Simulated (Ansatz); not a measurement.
Runs of Ansatz 0.2.0 on LiCl. It takes space group Fm-3m (No. 225, cubic). Conventional cell: a = 5.130 Å, b = 5.130 Å, c = 5.130 Å, α = 90.00°, β = 90.00°, γ = 90.00°. Cl (site symmetry m-3m) is surrounded by 6 Li at 2.56 Å. Around Li (site symmetry m-3m) lie 6 Cl at 2.56 Å. 

```csv
task,level,potentials or basis,cell,k mesh,cutoff (eV),smearing,points for each segment of the path,mesh quality,gap on the mesh (eV),pressure (GPa),relaxed volume (Å³/atom)
relaxation of cell and atoms,PBEsol0,Ansatz PAW,relaxed,5 × 5 × 5,420,fermi-dirac 0.05 eV,-,coarse,8.58,-,(b)
relaxation of cell and atoms,PBEsol+D4,Ansatz PAW,relaxed,9 × 9 × 9,420,fermi-dirac 0.05 eV,-,not flagged,6.46,0.0,15.93
relaxation of cell and atoms,B3LYP,Ansatz PAW,relaxed,5 × 5 × 5,420,fermi-dirac 0.05 eV,-,coarse,7.98,-,17.35
band structure,PBE0,Ansatz PAW,as given,5 × 5 × 5,420,fermi-dirac 0.05 eV,4,coarse,8.45,-,-
relaxation of cell and atoms,PBE0,Ansatz PAW,relaxed,5 × 5 × 5,420,fermi-dirac 0.05 eV,-,coarse,8.51,-,(a)
relaxation of cell and atoms,HSEsol,Ansatz PAW,relaxed,5 × 5 × 5,420,fermi-dirac 0.05 eV,-,coarse,7.84,-,16.11
band structure,revPBE,Ansatz PAW,as given,9 × 9 × 9,420,fermi-dirac 0.05 eV,14,not flagged,6.53,2.1,-
band structure,RPBE+D4,Ansatz PAW,"another cell of the same crystal, with 2 atoms",9 × 9 × 9,420,gaussian 0.01 eV,14,not flagged,6.58,-0.6,-
relaxation of cell and atoms,RPBE+D3(BJ),Ansatz PAW,relaxed,9 × 9 × 9,420,fermi-dirac 0.05 eV,-,not flagged,7.18,0.0,13.50
band structure,PBE,Ansatz PAW,as given,9 × 9 × 9,420,fermi-dirac 0.05 eV,14,not flagged,6.33,0.4,-
electron localisation function,revPBE,Ansatz PAW earlier set,as given,9 × 9 × 9,900,gaussian 0.05 eV,-,not flagged,6.53,2.1,-
band structure,PBEsol0,Ansatz PAW,as given,5 × 5 × 5,420,fermi-dirac 0.05 eV,4,coarse,8.28,-,-
```

Alike in all rows: no spin polarisation.

**Question.** Fill in the values left out.

**Answer.** (a) 16.69; (b) 16.08.

Caveats: some runs use coarse meshes; the PAW data sets come from PBE, with cores solved anew for the run's functional, which leaves a small shift of forces and pressure (some runs); odd divisions of the mesh miss points on the zone boundary, where band edges often lie, so the gap on the mesh can be too wide (some runs); the plane-wave basis is chosen anew once the cell has moved, so the energies of steps on either side of that aren't comparable (some runs); the potentials were made for another functional, which shifts forces and pressure (some runs); the volume moved by over 15 % at a fixed basis, so the end points are rough (some runs); the volume moved by -20 % from the deposited cell, more than functionals usually miss (some runs).

A k mesh can miss the band edges.

Not every run made on this cell is shown here.
